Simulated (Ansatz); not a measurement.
Mo:

```
Mo
1.0
    -1.58381    1.58381    1.58381
     1.58381   -1.58381    1.58381
     1.58381    1.58381   -1.58381
Mo
1
Direct
  0.00000 0.00000 0.00000
```

- Program: Ansatz 0.2.0
- Task: relaxation of cell and atoms
- Functional: PBE
- Dispersion: D3(BJ)
- Potentials or basis: all-electron LAPW, scalar-relativistic
- Basis error allowed: 0.001 eV/atom
- k mesh: 12 × 12 × 12
- Occupations: fermi-dirac, width 0.05 eV
- Spin: no spin polarisation

At the start: volume 15.89 Å³/atom.

**Question.** Where does the relaxation end?

**Answer.** Over 4 steps the energy falls by 16.7 meV/atom and the volume is 15.33 Å³/atom (-3.5 %); space group Im-3m (No. 229, to 0.05 Å).

Step by step:
```tsv
step	energy change (eV)	largest force (eV/Å)	volume (Å³)
1	0.0000	0.0000	15.89
2	-0.0165	0.0000	15.40
3	-0.0167	0.0000	15.33
4	-0.0167	0.0000	15.33
```

Final structure:
```
Mo
1.0
    -1.56504    1.56504    1.56504
     1.56504   -1.56504    1.56504
     1.56504    1.56504   -1.56504
Mo
1
Direct
  0.00000 0.00000 0.00000
```
